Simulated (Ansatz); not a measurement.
The system is TiO2.

```
CELL_PARAMETERS angstrom
4.81270 0.00000 0.00000
0.00000 4.87188 0.00000
-0.86289 0.00000 4.96659
ATOMIC_POSITIONS crystal
Ti 0.27744 0.05281 0.21315
Ti 0.72256 0.55281 0.28685
Ti 0.72256 0.94719 0.78685
Ti 0.27744 0.44719 0.71315
O 0.06384 0.17697 0.85156
O 0.93616 0.67697 0.64844
O 0.93616 0.82303 0.14844
O 0.06384 0.32303 0.35156
O 0.44536 0.75763 0.46677
O 0.55464 0.25763 0.03323
O 0.55464 0.24237 0.53323
O 0.44536 0.74237 0.96677
```

The cell comes from a database or a generator and needn't be the stable form of this composition.

* Program: Ansatz 0.2.0
* Task: relaxation of cell and atoms
* Functional: PBE
* Potentials or basis: Ansatz PAW
* Cutoff: 420 eV (not typed: the program's choice for these potentials)
* k mesh: 6 × 6 × 6
* Occupations: fermi-dirac, width 0.05 eV
* Spin: no spin polarisation

At the start: volume 9.70 Å³/atom.

Where does the relaxation end?

It ends after 10 steps and the volume is 9.96 Å³/atom (+2.7 %); space group P2_1/c (No. 14, to 0.05 Å).

Step by step:
| step | energy change (eV) | largest force (eV/Å) | volume (Å³) |
| --- | --- | --- | --- |
| 1 | 0.0000 | 0.1221 | 116.45 |
| 2 | -0.0180 | 0.1183 | 117.90 |
| 3 | -0.0197 | 0.0976 | 118.59 |
| 4 | -0.0205 | 0.1244 | 118.76 |
| 5 | -0.0228 | 0.0824 | 119.17 |
| 6 | -0.0253 | 0.0043 | 119.29 |
| 7 | -0.0251 | 0.0022 | 119.35 |
| 8 | -0.0420 | 0.0024 | 119.35 |
| 9 | -0.0411 | 0.0018 | 119.58 |
| 10 | -0.0422 | 0.0017 | 119.58 |

Final structure:
```yaml
crystal:
  lattice:
    - [4.85439, 0.00000, -0.01902]
    - [0.00000, 4.90497, 0.00000]
    - [-0.88999, 0.00000, 5.02545]
  atoms:
    - { symbol: Ti, position: [0.27568, 0.05815, 0.21739] }
    - { symbol: Ti, position: [0.72432, 0.55815, 0.28261] }
    - { symbol: Ti, position: [0.72432, 0.94185, 0.78261] }
    - { symbol: Ti, position: [0.27568, 0.44185, 0.71739] }
    - { symbol: O, position: [0.06075, 0.18129, 0.85656] }
    - { symbol: O, position: [0.93925, 0.68129, 0.64344] }
    - { symbol: O, position: [0.93925, 0.81871, 0.14344] }
    - { symbol: O, position: [0.06075, 0.31871, 0.35656] }
    - { symbol: O, position: [0.44998, 0.75865, 0.45594] }
    - { symbol: O, position: [0.55002, 0.25865, 0.04406] }
    - { symbol: O, position: [0.55002, 0.24135, 0.54406] }
    - { symbol: O, position: [0.44998, 0.74135, 0.95594] }
```

Caveat: the plane-wave basis is chosen anew once the cell has moved, so the energies of steps on either side of that aren't comparable; the pressure holds a Pulay correction of +0.8 GPa for the finite cutoff.
